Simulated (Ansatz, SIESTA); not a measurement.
Given: the input of a run of Ansatz 0.2.0 on SnSe2. Atoms were shifted at random by some hundredths of an Å from the given cell, which wasn't relaxed again for these runs. 

File input.yaml:

```yaml
crystal:
  lattice:
    - [3.811, 0.0, 0.0]
    - [-1.9055, 3.3004228138, 0.0]
    - [0.0, 0.0, 6.136]
  atoms:
    - { symbol: Sn, position: [-0.003073, -0.004042, -0.001879] }
    - { symbol: Se, position: [0.668986, 0.342353, 0.749469] }
    - { symbol: Se, position: [0.33318, 0.668456, 0.253169] }
hamiltonian:
  xc: pbesol
  pseudopotentials: { kind: paw }
kpoints:
  mp_grid: { grid: [8, 8, 5] }
scf:
  occupations: { method: fermi_dirac, width: 0.05 }
output:
  forces: true
  stress: true
  eigenvalues: true
```

Potentials or basis: Ansatz PAW.

Run with:

```bash
$ ansatz run input.yaml --threads 1 --pin off --max-ram 3584MiB --backend cpu --events-out ev --progress --plain --runs-dir out
```

Question: Set up the same calculation for SIESTA 5.4.2. Potentials or basis there: files PseudoDojo sr-pbesol-0.4.1-standard, DZP (energy shift 0.003 Ry; two zetas on semicore shells).

Answer: As run (cutoffs and basis follow the program's own potentials, and thresholds, step limits or extra output files can differ):

Contents of SnSe2.fdf:

```
SystemName                      SnSe2
SystemLabel                     SnSe2
NumberOfSpecies                 2
NumberOfAtoms                   3
%block ChemicalSpeciesLabel
  1  50 Sn
  2  34 Se
%endblock ChemicalSpeciesLabel

LatticeConstant                 1.0 Ang
%block LatticeVectors
     3.8110000000     0.0000000000     0.0000000000
    -1.9055000000     3.3004228138     0.0000000000
     0.0000000000     0.0000000000     6.1360000000
%endblock LatticeVectors
AtomicCoordinatesFormat         Fractional
%block AtomicCoordinatesAndAtomicSpecies
    -0.0030730000    -0.0040420000    -0.0018790000  1  Sn
     0.6689860000     0.3423530000     0.7494690000  2  Se
     0.3331800000     0.6684560000     0.2531690000  2  Se
%endblock AtomicCoordinatesAndAtomicSpecies

%block kgrid.MonkhorstPack
    8   0   0  0.0
    0   8   0  0.0
    0   0   5  0.0
%endblock kgrid.MonkhorstPack
XC.Functional                   GGA
XC.Authors                      PBEsol
PAO.BasisSize                   DZP
PAO.EnergyShift                 0.003 Ry
Mesh.Cutoff                     500 Ry
OccupationFunction              FD
ElectronicTemperature           0.05 eV
MaxSCFIterations                120
SCF.MustConverge                false
SCF.Mixer.Method                Pulay
SCF.Mixer.Weight                0.25
SCF.Mixer.History               8
SCF.DM.Tolerance                5.0e-05
SCF.H.Tolerance                 1.0e-03 eV
WriteForces                     true
Charge.Mulliken                 end
%block PAO.Basis
  Sn 4
  n=5 0 2
    6.406 0.000
  n=5 1 2
    8.599 0.000
  n=4 2 2
    3.767 0.000
  n=5 2 1
    8.599
  Se 4
  n=4 0 2
    5.129 0.000
  n=4 1 2
    6.708 0.000
  n=3 2 2
    2.662 0.000
  n=4 2 1
    6.708
%endblock PAO.Basis
```

Potentials or basis: PseudoDojo 0.4 standard (PBEsol files), converted to PSML, two zetas on semicore shells, DZP (energy shift 0.003 Ry; two zetas on semicore shells).

Launch:

```bash
$ siesta < SnSe2.fdf > SnSe2.out 2>&1
```

Both were run:

|  | Ansatz | SIESTA |
| --- | --- | --- |
| Pressure | 1.9 GPa | 4.2 GPa |
| Energy over the undisturbed cell | -3.6 meV/atom | -7.7 meV/atom |

Ansatz's pressure holds a Pulay term of +0.04 GPa for its cutoff of 420 eV, which the other run lacks.

Ansatz's potentials were made for PBE.

Where Ansatz's input types no cutoff or centring, it takes its own default and a Γ-centred mesh.

The undisturbed cell isn't at this level's minimum, so the move can lower the energy.

The two runs disagree by more than potentials and bases usually give (in gap, levels, pressure or energy); the cause wasn't traced.

Pressure is positive in compression.
